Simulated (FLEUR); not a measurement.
## How the basis cutoff moves the magnetism of MnS (Browneite)

Aim: see how far the moments and order energies of MnS (Browneite) move with the basis cutoff, and what each rung costs.

Program: FLEUR MaX-R8.1. Level of theory: PBE with U = 4.9 eV, J = 0.9 eV on Mn d; all-electron FLAPW, Dirac cores, scalar-relativistic bands. Results are calculated unless marked as measured.

### 1. Starting point

It takes space group F-43m (No. 216, cubic). Conventional cell: a = 5.600 Å, b = 5.600 Å, c = 5.600 Å, α = 90.00°, β = 90.00°, γ = 90.00°. Nearest to Mn lie 4 S at 2.42 Å. Nearest to S lie 4 Mn at 2.42 Å. Farther neighbours and most contacts between anions are not listed.

### 2. Rung 1 (Kmax 2.56 1/bohr), start ferro +

The ladder starts at a small basis and climbs, to see from where on the results stand still.

inpgen writes inp.xml from crystal.txt; cutoffs, mixing, functional, smearing and local orbitals are then set in the file. The k list default-1 (kpts.xml, not shown) is a Γ-centred 6×6×6 mesh; where the ranks do not divide the number of points, some are split in two of half the weight.

File inp.xml:

```
<?xml version="1.0" encoding="UTF-8" standalone="no"?>
<fleurInput fleurInputVersion="0.39">
   <comment>
      MnS
   </comment>
   <calculationSetup>
      <cutoffs Kmax="2.56" Gmax="7.7" GmaxXC="7.7" numbands="0"/>
      <scfLoop itmax="130" minDistance="0.0001" maxIterBroyd="15" imix="Anderson" alpha="0.05" precondParam="0.0" spinf="2.0" sdNocoIR="T"/>
      <coreElectrons ctail="T" frcor="F" kcrel="0" coretail_lmax="0"/>
      <xcFunctional name="pbe" relativisticCorrections="F"/>
      <magnetism jspins="2"/>
      <soc l_soc="F" theta="0.0" phi="0.0" spav="F"/>
      <expertModes spex="0" secvar="F"/>
      <geometryOptimization l_f="F" forcealpha="1.0" forcemix="BFGS" epsdisp="0.00001" epsforce="0.00001"/>
      <ldaU l_linMix="F" mixParam="0.05" spinf="1.0"/>
   </calculationSetup>
   <cell>
      <bzIntegration valenceElectrons="21.0" mode="hist" fermiSmearingEnergy="0.00110248">
         <kPointListSelection listName="default-1"/>
         <xi:include xmlns:xi="http://www.w3.org/2001/XInclude" href="kpts.xml"> </xi:include>
      </bzIntegration>
      <xi:include xmlns:xi="http://www.w3.org/2001/XInclude" href="sym.xml"> </xi:include>
      <bulkLattice scale="1.0">
         <bravaisMatrix>
            <row-1>    0.0000000000000000     5.2912331488799991     5.2912331488799991</row-1>
            <row-2>    5.2912331488799991     0.0000000000000000     5.2912331488799991</row-2>
            <row-3>    5.2912331488799991     5.2912331488799991     0.0000000000000000</row-3>
         </bravaisMatrix>
      </bulkLattice>
   </cell>
   <atomSpecies>
      <species name="Manganese 4.500" element="Mn" atomicNumber="25">
         <mtSphere radius="2.7" gridPoints="893" logIncrement="0.014"/>
         <atomicCutoffs lmax="10" lnonsphr="8"/>
         <electronConfig flipSpins="F">
            <coreConfig>(1s1/2) (2s1/2) (2p1/2) (2p3/2)</coreConfig>
            <valenceConfig>(3s1/2) (3p1/2) (3p3/2) (4s1/2) (3d3/2) (3d5/2)</valenceConfig>
            <stateOccupation state="(3d3/2)" spinUp="1.75" spinDown="0.25"/>
            <stateOccupation state="(3d5/2)" spinUp="3.0" spinDown="0.0"/>
         </electronConfig>
         <energyParameters s="4" p="4" d="3" f="4"/>
         <ldaU l="2" U="4.9" J="0.9" l_amf="F"/>
         <lo type="SCLO" l="0" n="3" eDeriv="0"/>
         <lo type="SCLO" l="1" n="3" eDeriv="0"/>
      </species>
      <species name="Sulfur (S)" element="S" atomicNumber="16">
         <mtSphere radius="1.76" gridPoints="583" logIncrement="0.02"/>
         <atomicCutoffs lmax="6" lnonsphr="4"/>
         <electronConfig flipSpins="F">
            <coreConfig>(1s1/2) (2s1/2) (2p1/2) (2p3/2)</coreConfig>
            <valenceConfig>(3s1/2) (3p1/2) (3p3/2)</valenceConfig>
            <stateOccupation state="(3p1/2)" spinUp="0.666667" spinDown="0.666667"/>
            <stateOccupation state="(3p3/2)" spinUp="1.333333" spinDown="1.333333"/>
         </electronConfig>
         <energyParameters s="3" p="3" d="3" f="4"/>
      </species>
   </atomSpecies>
   <atomGroups>
      <atomGroup species="Manganese 4.500">
         <relPos label="                   1">.0000000000 .0000000000 .0000000000</relPos>
         <force calculate="T" relaxXYZ="TTT"/>
      </atomGroup>
      <atomGroup species="Sulfur (S)">
         <relPos label="                   2">1.000/4.000 1.000/4.000 1.000/4.000</relPos>
         <force calculate="T" relaxXYZ="TTT"/>
      </atomGroup>
   </atomGroups>
   <output dos="F" band="F" slice="F">
      <bandDOS minEnergy="-.5*Htr" maxEnergy="0.5*Htr" sigma="0.015" storeEVData="T"/>
      <plotting iplot="0" polar="F">
         <plot TwoD="T" vec1="  1.0  0.0  0.0" vec2="  0.0  1.0  0.0" vec3="  0.0  0.0  1.0" zero="  0.0  0.0  0.0" file="plot"/>
      </plotting>
      <moessbauerParams electricFieldGradient="F" isomerShift="F" coreHyperfine="F" valenceHyperfine="F"/>
   </output>
</fleurInput>
```

File crystal.txt:

```
MnS
&input film=F cartesian=F /
0.00000000000  2.80000000000  2.80000000000
2.80000000000  0.00000000000  2.80000000000
2.80000000000  2.80000000000  0.00000000000
1.8897261246
1.0 1.0 1.0

2
25 0.00000000000  0.00000000000  0.00000000000 : 4.500
16 0.25000000000  0.25000000000  0.25000000000

&kpt div1=6 div2=6 div3=6 gamma=T /
```

Run with:

```sh
> OMP_NUM_THREADS=1 inpgen -f crystal.txt > inpgen.log  # inp.xml is then edited as shown
> OMP_NUM_THREADS=1 mpirun -n 2 fleur_MPI > fleur.log
```

Output:

```text
Welcome to FLEUR        (www.flapw.de)
      MaX-Release 8.1          (www.max-centre.eu)

 ========== k-point set info ==========
 Selected k-point list: default-1
 k-point list type: mesh
 6 x 6 x 6
 Number of k points: 16

 ------------Calculation Setup---------------------------
 Number of MPI-tasks      :            2
 Number of PE/node        :            2
 Number of OMP-threads    :            1
 k-points in parallel     :            2
 pe's per k-point         :            1
 No of k-point loops      :            8
 Eigenvalue solver        :       lapack
 Number of basis functions:          104
 Approximate size of matrices (H+S) per k-point:         0.000 GB
 --------------------------------------------------------
 no density matrix found ... skipping LDA+U
 Reset of history
 Iteration:     1   Distance:       9.16964002 me/bohr^3
 Iteration:     2   Distance:       8.64823706 me/bohr^3
 Iteration:     3   Distance:       8.11944662 me/bohr^3
 Iteration:     4   Distance:       4.28412374 me/bohr^3
 Iteration:     5   Distance:       2.82875151 me/bohr^3
 Iteration:     6   Distance:       1.09492503 me/bohr^3
 Iteration:     7   Distance:       0.42823659 me/bohr^3
 Iteration:     8   Distance:       0.29482276 me/bohr^3
 Iteration:     9   Distance:       0.07607584 me/bohr^3
 Iteration:    10   Distance:       0.04626134 me/bohr^3
 Iteration:    11   Distance:       0.00535241 me/bohr^3
 Iteration:    12   Distance:       0.00609783 me/bohr^3
 Iteration:    13   Distance:       0.00106251 me/bohr^3
 Iteration:    14   Distance:       0.00094236 me/bohr^3
 Iteration:    15   Distance:       0.00013997 me/bohr^3
 Iteration:    16   Distance:       0.00005071 me/bohr^3

 ********************************************************************
 Run finished successfully
 Stop message:
   all done
 ********************************************************************

--- out.xml (last complete iteration) ---
<iteration numberForCurrentRun="   16" overallNumber="   16">
         [... left out ...]
         <bandgap value="1.0625750600" units="eV"/>
         <sumValenceSingleParticleEnergies value="-16.0906368600" units="Htr"/>
         <FermiEnergy value="0.1480877036" units="Htr"/>
         <valenceDensity>
            <mtCharges spin="1">
               <mtCharge atomType="1" total="9.4761864" s="1.2594022" p="3.3105789" d="4.8580279" f="0.0311259"/>
               <mtCharge atomType="2" total="1.5037631" s="0.5576798" p="0.9345767" d="0.0098600" f="0.0012003"/>
            </mtCharges>
            <mtCharges spin="2">
               <mtCharge atomType="1" total="4.7738434" s="1.1909784" p="3.2193894" d="0.3167660" f="0.0303795"/>
               <mtCharge atomType="2" total="1.4585601" s="0.5501909" p="0.9059138" d="0.0022696" f="0.0001226"/>
            </mtCharges>
            <spinDependentCharge spin="1" total="13.0000000" interstitial="2.0200505" mtSpheres="10.9799495"/>
            <spinDependentCharge spin="2" total="8.0000000" interstitial="1.7675964" mtSpheres="6.2324036"/>
            <totalCharge value="21.0000000000"/>
         </valenceDensity>
         [... left out ...]
         <magneticMomentsInMTSpheres units="muBohr">
            <globalMagMoment atomType="1" vec="0.00000   0.00000   4.70234"/>
            <localMagMoment atomType="1" vec="0.00000   0.00000   4.70234"/>
            <globalMagMoment atomType="2" vec="0.00000   0.00000   0.04520"/>
            <localMagMoment atomType="2" vec="0.00000   0.00000   0.04520"/>
         </magneticMomentsInMTSpheres>
         [... left out ...]
         <totalEnergy value="    -1557.7826548823" units="Htr">
            <sumOfEigenvalues value="     -902.0429104700">
               <coreElectrons value="-885.9522736100"/>
               <valenceElectrons value="-16.0906368600"/>
            </sumOfEigenvalues>
            <densityCoulombPotentialIntegral value="-2374.5783307228"/>
            <densityEffectivePotentialIntegral value="-2475.6633610169"/>
            <chargeDenXCDenIntegral value="-78.0064077952"/>
            <FockExchangeEnergyValence value="0.0000000000"/>
            <FockExchangeEnergyCore value="0.0000000000"/>
         [... left out ...]
            <dftUCorrection value="-0.3488451354"/>
            <tkbTimesEntropy value="0.0000000000"/>
            <freeEnergy value="-1557.7826548823"/>
            <extrapolationTo0K value="-1557.7826548823"/>
         </totalEnergy>
         [... left out ...]
         <ldaUDensityMatrixConvergence>
            <distance spin="1" distance="0.000001"/>
            <distance spin="2" distance="0.000000"/>
         </ldaUDensityMatrixConvergence>
         <densityConvergence units="me/bohr^3">
            <chargeDensity spin="1" distance="0.0000432788"/>
            <chargeDensity spin="2" distance="0.0000247281"/>
            <overallChargeDensity distance="0.0000489626"/>
            <spinDensity distance="0.0000507121"/>
         </densityConvergence>
      </iteration>
```

Run time: 13 s. Hardware: 2 MPI ranks of Intel Xeon Platinum 8375C at 2.90GHz (Ice Lake), shared host; peak memory 0.16 GiB.

This step gave:

- free energy: -42389.4255 eV
- program's band gap on this mesh (in a metal only a level spacing): 1.063 eV
- magnetization: 5 μB
- final state: ferromagnetic
- largest moment: 4.702 μB

After 16 cycles the largest moment stands at 4.70 μB.

### 3. Rung 1 (Kmax 2.56 1/bohr), start antiferro q=(0,1/2,1/2) +-

The second start gives the energy difference between the two end states, the quantity that is followed up the ladder. Its q is in fractions of the primitive cell's reciprocal vectors.

The k list default-1 (kpts.xml, not shown) is a Γ-centred 6×3×6 mesh.

Changes to inp.xml since step 2:

```diff
@@ -17,3 +17,3 @@
    <cell>
-      <bzIntegration valenceElectrons="21.0" mode="hist" fermiSmearingEnergy="0.00110248">
+      <bzIntegration valenceElectrons="42.0" mode="hist" fermiSmearingEnergy="0.00110248">
          <kPointListSelection listName="default-1"/>
@@ -25,4 +25,4 @@
             <row-1>    0.0000000000000000     5.2912331488799991     5.2912331488799991</row-1>
-            <row-2>    5.2912331488799991     0.0000000000000000     5.2912331488799991</row-2>
-            <row-3>    5.2912331488799991     5.2912331488799991     0.0000000000000000</row-3>
+            <row-2>   10.5824662977599981     0.0000000000000000    10.5824662977599981</row-2>
+            <row-3>   10.5824662977599981     5.2912331488799991     5.2912331488799991</row-3>
          </bravaisMatrix>
@@ -39,2 +39,16 @@
             <stateOccupation state="(3d5/2)" spinUp="3.0" spinDown="0.0"/>
+         </electronConfig>
+         <energyParameters s="4" p="4" d="3" f="4"/>
+         <ldaU l="2" U="4.9" J="0.9" l_amf="F"/>
+         <lo type="SCLO" l="0" n="3" eDeriv="0"/>
+         <lo type="SCLO" l="1" n="3" eDeriv="0"/>
+      </species>
+      <species name="Manganese -4.500" element="Mn" atomicNumber="25">
+         <mtSphere radius="2.7" gridPoints="893" logIncrement="0.014"/>
+         <atomicCutoffs lmax="10" lnonsphr="8"/>
+         <electronConfig flipSpins="F">
+            <coreConfig>(1s1/2) (2s1/2) (2p1/2) (2p3/2)</coreConfig>
+            <valenceConfig>(3s1/2) (3p1/2) (3p3/2) (4s1/2) (3d3/2) (3d5/2)</valenceConfig>
+            <stateOccupation state="(3d3/2)" spinUp="0.25" spinDown="1.75"/>
+            <stateOccupation state="(3d5/2)" spinUp="0.0" spinDown="3.0"/>
          </electronConfig>
@@ -62,4 +76,9 @@
       </atomGroup>
+      <atomGroup species="Manganese -4.500">
+         <relPos label="                   2">.0000000000 1.000/2.000 .0000000000</relPos>
+         <force calculate="T" relaxXYZ="TTT"/>
+      </atomGroup>
       <atomGroup species="Sulfur (S)">
-         <relPos label="                   2">1.000/4.000 1.000/4.000 1.000/4.000</relPos>
+         <relPos label="                   3">1.000/4.000 .0000000000 1.000/4.000</relPos>
+         <relPos label="                   4">1.000/4.000 1.000/2.000 1.000/4.000</relPos>
          <force calculate="T" relaxXYZ="TTT"/>
```

File crystal.txt:

```
MnS
&input film=F cartesian=F /
0.00000000000  2.80000000000  2.80000000000
5.60000000000  0.00000000000  5.60000000000
5.60000000000  2.80000000000  2.80000000000
1.8897261246
1.0 1.0 1.0

4
25 0.00000000000  0.00000000000  0.00000000000 : 4.500
25 0.00000000000  0.50000000000  0.00000000000 : -4.500
16 0.25000000000  0.00000000000  0.25000000000
16 0.25000000000  0.50000000000  0.25000000000

&kpt div1=6 div2=3 div3=6 gamma=T /
```

Output:

```text
[banner, memory and clock lines left out]
Welcome to FLEUR        (www.flapw.de)
      MaX-Release 8.1          (www.max-centre.eu)

 ========== k-point set info ==========
 Selected k-point list: default-1
 k-point list type: mesh
 6 x 3 x 6
 Number of k points: 34

 [... set-up left out ...]
 no density matrix found ... skipping LDA+U
 Reset of history
 Iteration:     1   Distance:       9.14642694 me/bohr^3
 Iteration:     2   Distance:       8.65009247 me/bohr^3
 Iteration:     3   Distance:       8.12186358 me/bohr^3
 Iteration:     4   Distance:       4.39531540 me/bohr^3
 Iteration:     5   Distance:       3.12121706 me/bohr^3
 Iteration:     6   Distance:       1.10993724 me/bohr^3
 Iteration:     7   Distance:       0.56641349 me/bohr^3
 Iteration:     8   Distance:       0.31244045 me/bohr^3
 Iteration:     9   Distance:       0.09327773 me/bohr^3
 Iteration:    10   Distance:       0.06101373 me/bohr^3
 Iteration:    11   Distance:       0.00566976 me/bohr^3
 Iteration:    12   Distance:       0.00634201 me/bohr^3
 Iteration:    13   Distance:       0.00104027 me/bohr^3
 Iteration:    14   Distance:       0.00098106 me/bohr^3
 Iteration:    15   Distance:       0.00015976 me/bohr^3
 Iteration:    16   Distance:       0.00006951 me/bohr^3

 ********************************************************************
 Run finished successfully
 Stop message:
   all done
 ********************************************************************

--- out.xml (last complete iteration) ---
<iteration numberForCurrentRun="   16" overallNumber="   16">
         [... left out ...]
         <bandgap value="2.6800005886" units="eV"/>
         <sumValenceSingleParticleEnergies value="-32.1513087576" units="Htr"/>
         <FermiEnergy value="0.1053857267" units="Htr"/>
         [... left out ...]
         <magneticMomentsInMTSpheres units="muBohr">
            <globalMagMoment atomType="1" vec="0.00000   0.00000   4.58170"/>
            <globalMagMoment atomType="2" vec="0.00000   0.00000  -4.58170"/>
            <globalMagMoment atomType="3" vec="0.00000   0.00000   0.00000"/>
         </magneticMomentsInMTSpheres>
         [... left out ...]
         <totalEnergy value="    -3115.5731616045" units="Htr">
            <sumOfEigenvalues value="    -1804.1155257665">
               <coreElectrons value="-1771.9642170089"/>
               <valenceElectrons value="-32.1513087576"/>
            </sumOfEigenvalues>
         [... left out ...]
            <freeEnergy value="-3115.5731616045"/>
            <extrapolationTo0K value="-3115.5731616045"/>
         </totalEnergy>
         [... left out ...]
         <ldaUDensityMatrixConvergence>
            <distance spin="1" distance="0.000003"/>
            <distance spin="2" distance="0.000003"/>
         </ldaUDensityMatrixConvergence>
         <densityConvergence units="me/bohr^3">
            <chargeDensity spin="1" distance="0.0000454054"/>
            <chargeDensity spin="2" distance="0.0000454047"/>
            <overallChargeDensity distance="0.0000584423"/>
            <spinDensity distance="0.0000695051"/>
         </densityConvergence>
      </iteration>
```

Run time: 66 s. Hardware: 2 MPI ranks; peak memory 0.3 GiB; 2.1 min of CPU time.

Spin moment in the muffin-tin sphere by atom:

```csv
atom,spin moment in the muffin-tin sphere (μB)
Mn1,4.58
Mn2,-4.58
S3,0.00
S4,0.00
```

Read from the output:

```yaml
free_energy: -84779.0647 eV
program_s_band_gap_on_this_mesh_in_a_metal_only_a_level_spacing: 2.680 eV
magnetization: 0 μB
final_state: antiferromagnetic
```

This start lies -106.8 meV a seeded atom from the first; its largest moment is 4.58 μB.

(Part 1 of 4 ends here.)

[Logs and program files are shortened in this print: banners, set-up blocks, solver, clock and traceback lines can be left out without a mark of their own.]

[Logs are printed without paths, hosts, clocks, repeated set-up lines and the standing remarks that a program may print on its own settings, such as how far it seeks lower states.]

[Hosts, paths, dates, database ids (printed as entryN), source tags and the programs' standing remarks are cut or masked in the printed files.]

[Where a cell is said to come from a database of computed structures, the database is the Materials Project.]
